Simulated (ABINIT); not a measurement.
Here is an ABINIT 10.8.3 (patched build) calculation.

Contents of run.abi:

```
# Pseudopotentials
pp_dirpath "./"
pseudos "B.GGA_PBE-JTH.xml, N.GGA_PBE-JTH.xml"

# Structure
acell 3*1.0 Angstrom
rprim
    -0.1667773300     1.8245355300     2.1783345400
     1.7458935900     0.1381990300     1.8733581800
     1.7792443000     1.5529098800     0.1048483200
ntypat 2
znucl 5 7
natom 2
typat 1 2
xred
     0.0043507200     0.9968376600     0.9967101800
     0.7456492800     0.7531623400     0.7532898200
chkprim 0
chksymtnons 0
tolsym 1.0e-6

# Plane-wave basis
ecut 26.0
pawecutdg 48.0
pawxcdev 0
pawovlp 30

# k points
kptopt 1
ngkpt 11 14 14
nshiftk 1
shiftk 0.0 0.0 0.0

# Exchange and correlation
ixc 11

# Bands and occupations
nband 8
occopt 3
tsmear 0.05 eV

# SCF cycle
nstep 100
tolvrs 1.0e-9

# Output
iomode 3
prtwf 0
prtden 0
prteig 0
prtebands 0
enunit 2
```

Potentials or basis: JTH PAW PBE v2.0.

Run with:

```sh
$ abinit run.abi > log 2>&1
```

Task: Estimate the largest force.

Result: 1.494 eV/Å.

Task: Predict the band gap on the k mesh.

Result: 1.24 eV, indirect (least direct gap 2.16 eV).

Task: Estimate the pressure.

Result: 29.3 GPa.

Stress tensor (GPa, compression positive):
```
  18.25   32.55   35.15
  32.55   81.29 -104.13
  35.15 -104.13  -11.54
```

Caveat: a pressure of tens of GPa on the cell as given is suspect, and the run, the potentials or the cell itself is likely at fault; an odd mesh through Γ misses points on the zone boundary, where band edges often lie; forces of over 1 eV/Å show positions far from the minimum, so gaps and moduli don't describe the material at rest; the atomic spheres overlap. PBE gaps usually lie below the measured ones, often by a third to a half.
